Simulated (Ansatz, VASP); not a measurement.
## Two plane-wave programs on KI

File INCAR:

```
ALGO     = Normal         # electronic algorithm
EDIFF    = 1E-6           # SCF threshold, eV
ENCUT    = 520            # plane-wave cutoff, eV
ISIF     = 2              # what is computed and relaxed
ISMEAR   = 0              # smearing method
LASPH    = T              # aspherical terms in the spheres
LCHARG   = F              # write CHGCAR
LREAL    = F              # projectors in reciprocal space
LWAVE    = F              # write WAVECAR
NBANDS   = 15             # bands
NELM     = 60             # most SCF steps
PREC     = Accurate       # precision mode
SIGMA    = 0.05           # smearing width, eV
```

File KPOINTS:

```
k-points
0
Gamma
  6 6 6
```

File POSCAR:

```
KI
1.0
    0.0000000000      3.5473682228      3.4109309835
    3.5473682228      0.0000000000      3.4109309835
    3.5473682228      3.5473682228      0.0000000000
K I
1 1
Direct
   -0.0144828495     -0.0144828495      0.0144828495
    0.5044620555      0.5044620555      0.4955379445
```

Input for Ansatz:

```yaml
crystal:
  lattice:
    - [0.0, 3.5473682228, 3.4109309835]
    - [3.5473682228, 0.0, 3.4109309835]
    - [3.5473682228, 3.5473682228, 0.0]
  atoms:
    - { symbol: K, position: [-0.0144828495, -0.0144828495, 0.0144828495] }
    - { symbol: I, position: [0.5044620555, 0.5044620555, 0.4955379445] }
basis:
  ecutwfc: 420
kpoints:
  mp_grid: { grid: [6, 6, 6] }
hamiltonian:
  xc: lda
  pseudopotentials: { kind: paw }
scf:
  occupations: { method: gaussian, width: 0.05 }
output:
  forces: true
  stress: true
  eigenvalues: true
  write_density: true
  write_potential: true
  elf: true
  volumetric_format: npy
```

Change from the starting cell: mode 6 frozen in at -0.099 Å, equal normal strain along x and y +0.0400.

Alike in both runs: task single point; functional LDA; k mesh 6 × 6 × 6; occupations gaussian, width 0.05 eV; no spin polarisation.

|  | VASP | Ansatz |
| --- | --- | --- |
| version | VASP 6.6.1 | Ansatz 0.2.0 |
| potentials or method | VASP PAW LDA potentials, release 64 (K_sv, I) | scalar-relativistic, plane waves, PAW |
| plane-wave cutoff (eV) | 520 | 420 |
| valence electrons in the cell | 16 | 26 |

|  | VASP | Ansatz | Ansatz less VASP |
| --- | --- | --- | --- |
| gap on the k mesh at the Fermi level (eV) | 3.67 | 3.66 | -0.008 |
| least direct gap on the mesh (eV) | 3.67 | 3.66 | -0.008 |
| pressure (GPa) | -0.9 | -0.9 | -0.03 |
| largest component of the traceless stress (GPa) | 0.91 | 0.89 | -0.017 |
| rms of the force components (eV/Å) | 0.121 | 0.119 | -0.0023 |

Atom by atom the forces differ by 0.002 eV/Å (rms over components). The two sets of potentials don't hold the same shells in valence.

Caveats: spin-orbit coupling is left out, which moves the levels of the heavy elements.
